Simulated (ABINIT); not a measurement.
# Bi (Im-3m) in ABINIT: further runs

The runs below take Bi through relaxation of cell and atoms, single point, with LDA.

Program: ABINIT 10.8.3 (patched build). These are calculated values, not measurements. Logs are shortened: lines on timing, memory, paths and dates and some standing lists are left out, and cuts for length are marked. The log counts tension as positive stress, the text compression.

## (1) The structure

The structure is cubic, space group Im-3m (No. 229). The conventional cell has a = 3.963 Å, b = 3.963 Å, c = 3.963 Å, α = 90.00°, β = 90.00°, γ = 90.00°. Bi (site symmetry m-3m) has 8 Bi at 3.43 Å as nearest neighbours.

This isn't the form of Bi at room conditions, which is rhombohedral.

## (2) Relaxation of cell and atoms, LDA

run.abi

```
pp_dirpath "./"
pseudos "Bi.upf"

acell 3.4319383527 3.4319383527 3.4319383527 Angstrom
rprim
    -0.5773502692     0.5773502692     0.5773502692
     0.5773502692    -0.5773502692     0.5773502692
     0.5773502692     0.5773502692    -0.5773502692
ntypat 1
znucl 83
natom 1
typat 1
chkprim 0
chksymtnons 0
tolsym 1.0e-6
xred
            0.0            0.0            0.0

ecut 35.0
ecutsm 0.5

kptopt 1
ngkpt 7 7 7
nshiftk 1
shiftk 0.0 0.0 0.0

ixc 7

nband 12
occopt 3
tsmear 0.05 eV

nstep 80
tolvrs 1.0e-12

iomode 3
prteig 0
prtebands 0
prtwf 0
prtden 0

ionmov 2
optcell 2
ntime 50
tolmxf 2.0e-5
dilatmx 1.08
```

Potentials or basis: PseudoDojo NC SR LDA v0.4.1 standard.

Command:

```bash
$ mpirun --bind-to none -np 4 abinit run.abi > log 2>&1
```

run.abo:

```text
.Version 10.8.3 of ABINIT
 Symmetries : space group Im -3 m (#229); Bravais cI (body-center cubic)
================================================================================
 Values of the parameters that define the memory need of the present run
     intxc =       0    ionmov =       2      iscf =       7    lmnmax =       6
     lnmax =       6     mgfft =      40  mpssoang =       3    mqgrid =    3001
     natom =       1  nloc_mem =       1    nspden =       1   nspinor =       1
    nsppol =       1      nsym =      48    n1xccc =    2501    ntypat =       1
    occopt =       3   xclevel =       1
       mpw =        2634          nfft =       64000          nkpt =          20
================================================================================
================================================================================

--------------------------------------------------------------------------------
------------- Echo of variables that govern the present computation ------------
--------------------------------------------------------------------------------
 -outvars: echo values of preprocessed input variables --------
            acell      6.4854235676E+00  6.4854235676E+00  6.4854235676E+00 Bohr
              amu      2.08980370E+02
          chkprim           0
      chksymtnons           0
          dilatmx      1.08000000E+00
             ecut      3.50000000E+01 Hartree
           ecutsm      5.00000000E-01 Hartree
           ionmov           2
              ixc           7
         kptrlatt        7    0    0      0    7    0      0    0    7
          kptrlen      4.53979650E+01
            natom           1
            nband          12
            ngfft          40      40      40
             nkpt          20
            nstep          80
             nsym          48
            ntime          50
           ntypat           1
           occopt           3
          optcell           2
           prtden           0
        prtebands           0
           prteig           0
            prtwf           0
            rprim     -5.7735026920E-01  5.7735026920E-01  5.7735026920E-01
                       5.7735026920E-01 -5.7735026920E-01  5.7735026920E-01
                       5.7735026920E-01  5.7735026920E-01 -5.7735026920E-01
          spgroup         229
           tolmxf      2.00000000E-05
           tolsym      1.00000000E-06
           tolvrs      1.00000000E-12
           tsmear      1.83746611E-03 Hartree
            typat      1
            znucl       83.00000

================================================================================

 chkinp: Checking input parameters for consistency.

================================================================================
== DATASET  1 ==================================================================

--- !DatasetInfo
iteration_state: {dtset: 1, }
dimensions: {natom: 1, nkpt: 20, mband: 12, nsppol: 1, nspinor: 1, nspden: 1, mpw: 2634, }
cutoff_energies: {ecut:  35.0, pawecutdg:  -1.0, }
electrons: {nelect:   1.50000000E+01, charge:   0.00000000E+00, occopt:   3.00000000E+00, tsmear:   1.83746611E-03, }
meta: {optdriver: 0, ionmov: 2, optcell: 2, iscf: 7, paral_kgb: 0, }
...

 Exchange-correlation functional for the present dataset will be:
  LDA: Perdew-Wang 92 LSD fit to Ceperley-Alder data - ixc=7
  J.P.Perdew and Y.Wang, PRB 45, 13244 (1992)

 Real(R)+Recip(G) space primitive vectors, cartesian coordinates (Bohr,Bohr^-1):
 R(1)= -3.7443610  3.7443610  3.7443610  G(1)=  0.0000000  0.1335341  0.1335341
 R(2)=  3.7443610 -3.7443610  3.7443610  G(2)=  0.1335341  0.0000000  0.1335341
 R(3)=  3.7443610  3.7443610 -3.7443610  G(3)=  0.1335341  0.1335341  0.0000000
 Unit cell volume ucvol=  2.0998736E+02 bohr^3
 Angles (23,13,12)=  1.09471221E+02  1.09471221E+02  1.09471221E+02 degrees

 getcut: wavevector=  0.0000  0.0000  0.0000  ngfft=  40  40  40
         ecut(hartree)=     40.824   => boxcut(ratio)=   2.14570

--- Pseudopotential description ------------------------------------------------
- pspini: atom type   1  psp file is ./Bi.upf
  83.00000  15.00000  180309                  znucl, zion, pspdat
12 -1012 2 -1 1454                            pspcod,pspxc,lmax,lloc,mmax
     nproj     2     2     2

   6.40615072E+02                                ecore*ucvol(ha*bohr**3)
--------------------------------------------------------------------------------

================================================================================

=== [ionmov= 2] Broyden-Fletcher-Goldfarb-Shanno method (forces)
================================================================================

--- Iteration: ( 1/50) Internal Cycle: (1/1)
--------------------------------------------------------------------------------

---SELF-CONSISTENT-FIELD CONVERGENCE--------------------------------------------

--- !BeginCycle
iteration_state: {dtset: 1, itime: 1, icycle: 1, }
solver: {iscf: 7, nstep: 80, nline: 4, wfoptalg: 0, }
tolerances: {tolvrs: 1.00E-12, }
...

     iter   Etot(hartree)      deltaE(h)  residm     vres2
 ETOT  1  -81.891644206149    -8.189E+01 7.634E-02 7.423E-01
 ETOT  2  -81.915205307973    -2.356E-02 5.141E-03 7.070E-01
 ETOT  3  -81.915288638992    -8.333E-05 1.149E-03 9.160E-02
 ETOT  4  -81.915299011955    -1.037E-05 4.957E-04 1.345E-03
 ETOT  5  -81.915299233543    -2.216E-07 1.926E-05 1.283E-05
 ETOT  6  -81.915299235476    -1.933E-09 2.446E-05 3.128E-09
 ETOT  7  -81.915299235477    -1.521E-12 3.876E-06 2.382E-09
 ETOT  8  -81.915299235479    -2.061E-12 2.137E-06 4.946E-11
 ETOT  9  -81.915299235478     1.236E-12 3.423E-06 3.541E-15

 At SCF step    9       vres2   =  3.54E-15 < tolvrs=  1.00E-12 =>converged.

 Cartesian components of stress tensor (hartree/bohr^3)
  sigma(1 1)=  7.80983289E-05  sigma(3 2)=  0.00000000E+00
  sigma(2 2)=  7.80983289E-05  sigma(3 1)=  0.00000000E+00
  sigma(3 3)=  7.80983289E-05  sigma(2 1)=  0.00000000E+00
[... 299 lines left out ...]
 Cartesian coordinates (xcart) [bohr]
  0.00000000000000E+00  0.00000000000000E+00  0.00000000000000E+00
 Reduced coordinates (xred)
  0.00000000000000E+00  0.00000000000000E+00  0.00000000000000E+00
 Cartesian forces (fcart) [Ha/bohr]; max,rms= 0.00000E+00 0.00000E+00 (free atoms)
 -0.00000000000000E+00 -0.00000000000000E+00 -0.00000000000000E+00
 Gradient of E wrt nuclear positions in reduced coordinates (gred)
  0.00000000000000E+00  0.00000000000000E+00 -0.00000000000000E+00
 Scale of Primitive Cell (acell) [bohr]
  6.39981137919363E+00  6.39981137919363E+00  6.39981137919363E+00
 Real space primitive translations (rprimd) [bohr]
 -3.69493282254027E+00  3.69493282254027E+00  3.69493282254027E+00
  3.69493282254027E+00 -3.69493282254027E+00  3.69493282254027E+00
  3.69493282254027E+00  3.69493282254027E+00 -3.69493282254027E+00
 Unitary Cell Volume (ucvol) [Bohr^3]=  2.01780703593652E+02
 Angles (23,13,12)= [degrees]
  1.09471220634491E+02  1.09471220634491E+02  1.09471220634491E+02
 Lengths [Bohr]
  6.39981137919363E+00  6.39981137919363E+00  6.39981137919363E+00
 Stress tensor in cartesian coordinates (strten) [Ha/bohr^3]
  1.99714093037512E-07  0.00000000000000E+00  0.00000000000000E+00
  0.00000000000000E+00  1.99714093040981E-07  0.00000000000000E+00
  0.00000000000000E+00  0.00000000000000E+00  1.99714093040981E-07
 Total energy (etotal) [Ha]= -8.19156324679166E+01

 Difference of energy with previous step (new-old):
           Absolute (Ha)=-8.11146E-07
           Relative     =-9.90222E-09

 At Broyd/MD step   4, gradients are converged :
  max grad (force/stress) = 1.9971E-05 < tolmxf= 2.0000E-05 ha/bohr (free atoms)

================================================================================

 ----iterations are completed or convergence reached----

 Mean square residual over all n,k,spin=   17.580E-11; max=  42.191E-09
 reduced coordinates (array xred) for    1 atoms
       0.000000000000      0.000000000000      0.000000000000
 rms dE/dt=  0.0000E+00; max dE/dt=  0.0000E+00; dE/dt below (all hartree)
    1       0.000000000000      0.000000000000      0.000000000000

 cartesian coordinates (angstrom) at end:
    1      0.00000000000000     0.00000000000000     0.00000000000000

 cartesian forces (hartree/bohr) at end:
    1     -0.00000000000000    -0.00000000000000    -0.00000000000000
 frms,max,avg= 0.0000000E+00 0.0000000E+00   0.000E+00  0.000E+00  0.000E+00 h/b

 cartesian forces (eV/Angstrom) at end:
    1     -0.00000000000000    -0.00000000000000    -0.00000000000000
 frms,max,avg= 0.0000000E+00 0.0000000E+00   0.000E+00  0.000E+00  0.000E+00 e/A
 length scales=  6.399811379194  6.399811379194  6.399811379194 bohr
              =  3.386634333649  3.386634333649  3.386634333649 angstroms
 Fermi (or HOMO) energy (hartree) =   0.23614   Average Vxc (hartree)=  -0.40749
 Eigenvalues (hartree) for nkpt=  20  k points:
 kpt#   1, nband= 12, wtk=  0.00292, kpt=  0.0000  0.0000  0.0000 (reduced coord)
  -0.60481   -0.60481   -0.60481   -0.59929   -0.59929   -0.27085    0.43386    0.43386
   0.43386    0.59336    0.64103    0.64103
      occupation numbers for kpt#   1
   2.00000    2.00000    2.00000    2.00000    2.00000    2.00000    0.00000    0.00000
   0.00000    0.00000    0.00000    0.00000
 prteigrs : prtvol=0 or 1, do not print more k-points.

--- !EnergyTerms
iteration_state     : {dtset: 1, itime: 4, icycle: 1, }
comment             : Components of total free energy in Hartree
kinetic             :  3.90473061092509E+01
hartree             :  1.49125197527204E+01
xc                  : -2.14099699881765E+01
Ewald energy        : -5.54020577278397E+01
psp_core            :  3.17480839750209E+00
local_psp           : -4.71385599262453E+01
non_local_psp       : -1.50993681846467E+01
internal            : -8.19153215674348E+01
'-kT*entropy'       : -3.10900481814165E-04
total_energy        : -8.19156324679166E+01
total_energy_eV     : -2.22903791466830E+03
band_energy         : -5.90134388580945E+00
...

 Cartesian components of stress tensor (hartree/bohr^3)
  sigma(1 1)=  1.99714093E-07  sigma(3 2)=  0.00000000E+00
  sigma(2 2)=  1.99714093E-07  sigma(3 1)=  0.00000000E+00
  sigma(3 3)=  1.99714093E-07  sigma(2 1)=  0.00000000E+00

-Cartesian components of stress tensor (GPa)         [Pressure= -5.8758E-03 GPa]
- sigma(1 1)=  5.87579148E-03  sigma(3 2)=  0.00000000E+00
- sigma(2 2)=  5.87579148E-03  sigma(3 1)=  0.00000000E+00
- sigma(3 3)=  5.87579148E-03  sigma(2 1)=  0.00000000E+00

== END DATASET(S) ==============================================================
================================================================================

 -outvars: echo values of variables after computation  --------
            acell      6.3998113792E+00  6.3998113792E+00  6.3998113792E+00 Bohr
           etotal     -8.1915632468E+01
            fcart     -0.0000000000E+00 -0.0000000000E+00 -0.0000000000E+00
            rprim     -5.7735026919E-01  5.7735026919E-01  5.7735026919E-01
                       5.7735026919E-01 -5.7735026919E-01  5.7735026919E-01
                       5.7735026919E-01  5.7735026919E-01 -5.7735026919E-01
           strten      1.9971409304E-07  1.9971409304E-07  1.9971409304E-07
                       0.0000000000E+00  0.0000000000E+00  0.0000000000E+00
 Calculation completed.
```

It took 14 s on 4 MPI ranks of Intel Xeon 6975P-C (Granite Rapids), shared host; peak memory 0.28 GiB.

Results:

| Property | Result |
| --- | --- |
| Free energy | -2229.0379 eV |
| Relaxed volume | 29.90 Å³/atom |
| Relaxed cell | a = 3.387 Å, b = 3.387 Å, c = 3.387 Å, α = 109.47°, β = 109.47°, γ = 109.47° |
| Space group after relaxing (to 0.05 Å) | Im-3m (No. 229) |
| Energy gained by relaxing | 9.1 meV/atom |
| Ionic steps | 4 |
| Pressure after relaxing | 0.0 GPa |
| Band gap on the k mesh | none (metal or under the smearing width) |

Step by step:
| step | energy change (eV) | largest force (eV/Å) | pressure (GPa) | volume (Å³) |
| --- | --- | --- | --- | --- |
| 1 | 0.0000 | 0.0000 | -2.30 | 31.12 |
| 2 | -0.0029 | 0.0000 | -1.92 | 30.90 |
| 3 | -0.0090 | 0.0000 | 0.12 | 29.84 |
| 4 | -0.0091 | 0.0000 | -0.01 | 29.90 |

Final structure:
```xyz
1
Lattice="-1.9553 1.9553 1.9553 1.9553 -1.9553 1.9553 1.9553 1.9553 -1.9553" Properties=species:S:1:pos:R:3 pbc="T T T"
Bi    0.0000    0.0000    0.0000
```

Caveat: spin-orbit coupling is left out, which moves the levels of the heavy elements.

## (3) Single point, LDA (cell relaxed)

run.abi

```
# Pseudopotentials
pp_dirpath "./"
pseudos "Bi.upf"

# Structure
acell 3*1.0
rprim
    -3.6949328310     3.6949328310     3.6949328310
     3.6949328310    -3.6949328310     3.6949328310
     3.6949328310     3.6949328310    -3.6949328310
ntypat 1
znucl 83
natom 1
typat 1
xcart
     0.0000000000     0.0000000000     0.0000000000 Angstrom
chkprim 0
chksymtnons 0
tolsym 1.0e-6

# Plane-wave basis
ecut 35.0

# k points
kptopt 1
ngkpt 7 7 7
nshiftk 1
shiftk 0.0 0.0 0.0

# Exchange and correlation
ixc 7

# Bands and occupations
nband 12
occopt 3
tsmear 0.05 eV

# SCF cycle
nstep 100
tolvrs 1.0e-10

# Output
iomode 3
prtwf 0
prtden 0
prteig 0
prtebands 0
enunit 1
```

Potentials or basis: PseudoDojo NC SR LDA v0.4.1 standard.

Command:

```bash
$ mpirun --bind-to none -np 4 abinit run.abi > log 2>&1
```

It took 3 s on 4 MPI ranks of Intel Xeon 6975P-C (Granite Rapids), shared host; peak memory 0.28 GiB.

The run converged. Its results:

```yaml
Free_energy: -2229.0379 eV
Pressure: 0.0 GPa
Band_gap_on_the_k_mesh: none (metal or under the smearing width)
Valence_electrons_inside_the_program's_atomic_spheres: Bi 10.75 (radii [1.0584] Å)
```

Levels at points of the mesh, in eV from the Fermi level:
| k point | band 3 | band 4 | band 5 | band 6 | band 7 | band 8 | band 9 | band 10 | band 11 | band 12 |
| --- | --- | --- | --- | --- | --- | --- | --- | --- | --- | --- |
| (0.00, 0.00, 0.00) | -22.88 | -22.73 | -22.73 | -13.80 | 5.38 | 5.38 | 5.38 | 9.72 | 11.02 | 11.02 |

Caveat: spin-orbit coupling is left out, which moves the levels of the heavy elements.
